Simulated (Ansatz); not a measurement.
# Band table of GaSb (rocksalt type)

```
CELL_PARAMETERS angstrom
0.00000 2.43243 2.43243
2.43243 0.00000 2.43243
2.43243 2.43243 0.00000
ATOMIC_POSITIONS crystal
Ga 0.00000 0.00000 0.00000
Sb 0.50000 0.50000 0.50000
```

The cell comes from a relaxation on PAW files under the same functional, begun from a prototype that needn't be the stable phase.

Computed with Ansatz 0.2.0; functional LDA, scalar-relativistic. Settings: a Γ-centred 12×12×12 k mesh, Fermi–Dirac smearing of 0.05 eV, no spin polarisation. Methods: LAPW: all electrons, basis error target 1 meV/atom.

This run: volume at 0.64 of the series' base cell.

Spin–orbit coupling is left out, which matters for the heavy atoms.

Path points, in fractions of the reciprocal vectors: Γ (0.000, 0.000, 0.000), X (0.500, 0.000, 0.500), U (0.625, 0.250, 0.625), K (0.375, 0.375, 0.750), L (0.500, 0.500, 0.500), W (0.500, 0.250, 0.750). The distance column jumps between branches of the path. Levels in eV from the Fermi level; bands 14 to 25, counted from the lowest band of the run. The gap is zero, the pressure 88.6 GPa.

```
# k(1/Å) point b14 b15 b16 b17 b18 b19 b20 b21 b22 b23 b24 b25
0.000 Γ -17.07 -16.30 -16.30 -16.30 -16.30 -16.30 0.01 0.01 0.01 5.61 6.67 6.67
0.161 - -16.97 -16.31 -16.30 -16.30 -16.30 -16.30 -0.32 -0.31 -0.31 5.52 6.20 6.53
0.323 - -16.69 -16.33 -16.31 -16.29 -16.29 -16.29 -1.07 -1.07 -1.04 4.04 4.46 7.67
0.484 - -16.56 -16.32 -16.29 -16.28 -16.28 -15.99 -1.97 -1.97 -1.83 1.50 3.58 9.07
0.646 - -16.64 -16.33 -16.28 -16.26 -16.26 -15.24 -2.84 -2.84 -2.65 -0.84 2.86 9.88
0.807 - -16.72 -16.35 -16.27 -16.24 -16.24 -14.25 -3.98 -3.57 -3.57 -2.37 2.32 10.84
0.969 - -16.79 -16.36 -16.27 -16.22 -16.22 -13.03 -5.96 -4.13 -4.13 -2.95 1.93 11.88
1.130 - -16.84 -16.36 -16.26 -16.20 -16.20 -11.64 -7.89 -4.48 -4.48 -3.22 1.70 12.82
1.292 X -16.85 -16.36 -16.26 -16.20 -16.20 -10.52 -9.20 -4.60 -4.60 -3.30 1.62 13.24
1.349 - -16.85 -16.36 -16.26 -16.20 -16.20 -10.51 -9.18 -4.86 -4.58 -3.07 1.68 13.10
1.406 - -16.85 -16.36 -16.27 -16.20 -16.20 -10.49 -9.14 -5.40 -4.53 -2.63 1.88 12.73
1.463 - -16.84 -16.36 -16.28 -16.21 -16.20 -10.45 -9.07 -6.01 -4.44 -2.18 2.21 12.22
1.520 - -16.82 -16.36 -16.29 -16.21 -16.20 -10.40 -8.96 -6.63 -4.31 -1.78 2.67 11.64
1.577 - -16.80 -16.36 -16.31 -16.22 -16.20 -10.34 -8.83 -7.25 -4.16 -1.43 3.25 11.03
1.634 - -16.78 -16.35 -16.32 -16.23 -16.21 -10.28 -8.67 -7.83 -3.97 -1.13 3.93 10.40
1.691 - -16.76 -16.35 -16.34 -16.24 -16.21 -10.25 -8.49 -8.36 -3.74 -0.86 4.69 9.77
1.748 U -16.73 -16.36 -16.34 -16.25 -16.21 -10.30 -8.76 -8.27 -3.49 -0.61 5.51 9.14
2.539 K -16.73 -16.36 -16.34 -16.25 -16.21 -10.30 -8.76 -8.27 -3.49 -0.61 5.51 9.14
2.710 - -16.65 -16.42 -16.33 -16.28 -16.23 -11.33 -8.85 -7.49 -2.55 0.13 7.29 8.25
2.882 - -16.57 -16.45 -16.32 -16.31 -16.24 -12.75 -8.10 -6.50 -1.39 0.97 5.58 8.65
3.053 - -16.49 -16.46 -16.32 -16.31 -16.26 -14.04 -7.03 -5.33 -0.03 1.96 4.07 7.42
3.224 - -16.44 -16.42 -16.32 -16.32 -16.27 -15.10 -5.70 -4.04 1.36 2.90 3.13 6.44
3.395 - -16.40 -16.39 -16.33 -16.32 -16.28 -15.92 -4.15 -2.67 1.38 3.51 4.47 5.74
3.566 - -16.62 -16.35 -16.32 -16.31 -16.29 -16.26 -2.44 -1.36 0.66 5.23 5.45 5.92
3.738 - -16.95 -16.31 -16.31 -16.30 -16.30 -16.29 -0.81 -0.37 0.18 5.73 6.02 6.75
3.909 Γ -17.07 -16.30 -16.30 -16.30 -16.30 -16.30 0.01 0.01 0.01 5.61 6.67 6.67
4.049 - -16.99 -16.31 -16.31 -16.30 -16.30 -16.30 -0.68 0.00 0.00 5.66 6.24 6.83
4.189 - -16.76 -16.33 -16.33 -16.30 -16.29 -16.29 -2.19 -0.02 -0.02 5.04 6.54 6.54
4.328 - -16.44 -16.36 -16.36 -16.28 -16.28 -16.24 -3.95 -0.03 -0.03 4.56 5.47 5.47
4.468 - -16.39 -16.39 -16.38 -16.27 -16.27 -15.77 -5.72 0.01 0.01 4.23 4.46 4.46
4.608 - -16.43 -16.43 -16.38 -16.26 -16.26 -15.07 -7.41 0.12 0.12 3.54 3.54 4.02
4.748 - -16.46 -16.46 -16.40 -16.25 -16.25 -14.22 -8.98 0.31 0.31 2.76 2.76 3.94
4.888 - -16.48 -16.48 -16.40 -16.24 -16.24 -13.28 -10.36 0.54 0.54 2.16 2.16 3.97
5.027 L -16.49 -16.49 -16.41 -16.24 -16.24 -12.62 -11.17 0.68 0.68 1.91 1.91 4.12
5.142 - -16.49 -16.48 -16.40 -16.25 -16.24 -12.56 -11.12 -0.16 0.05 2.04 2.34 4.66
5.256 - -16.52 -16.47 -16.39 -16.26 -16.24 -12.37 -10.96 -1.48 -1.12 2.24 2.73 5.97
5.370 - -16.56 -16.46 -16.37 -16.27 -16.23 -12.07 -10.70 -2.82 -2.38 2.50 3.03 7.58
5.484 - -16.60 -16.44 -16.35 -16.28 -16.23 -11.66 -10.34 -4.09 -3.61 2.84 3.36 8.91
5.598 - -16.64 -16.43 -16.33 -16.29 -16.22 -11.17 -9.86 -5.26 -4.77 3.24 3.74 8.65
5.712 - -16.68 -16.41 -16.31 -16.30 -16.21 -10.62 -9.29 -6.29 -5.84 3.68 4.15 7.87
5.827 - -16.70 -16.40 -16.31 -16.30 -16.20 -10.11 -8.62 -7.10 -6.81 4.09 4.53 7.24
5.941 W -16.71 -16.40 -16.31 -16.31 -16.20 -9.85 -8.08 -7.45 -7.45 4.27 4.70 6.98
6.021 - -16.72 -16.39 -16.32 -16.29 -16.20 -9.90 -7.98 -7.84 -7.04 3.26 5.74 5.98
6.102 - -16.74 -16.37 -16.33 -16.27 -16.20 -10.01 -8.18 -7.71 -6.60 2.11 5.03 6.99
6.183 - -16.76 -16.35 -16.34 -16.25 -16.20 -10.15 -8.48 -7.31 -6.15 0.99 4.15 8.26
6.264 - -16.79 -16.35 -16.32 -16.23 -16.20 -10.27 -8.73 -6.81 -5.70 -0.08 3.35 9.53
6.344 - -16.82 -16.36 -16.29 -16.22 -16.20 -10.38 -8.94 -6.24 -5.28 -1.10 2.66 10.77
6.425 - -16.84 -16.36 -16.28 -16.21 -16.20 -10.46 -9.08 -5.61 -4.93 -2.04 2.11 11.92
6.506 - -16.85 -16.36 -16.26 -16.20 -16.20 -10.50 -9.17 -4.97 -4.69 -2.86 1.75 12.85
6.587 X -16.85 -16.36 -16.26 -16.20 -16.20 -10.52 -9.20 -4.60 -4.60 -3.30 1.62 13.24
```
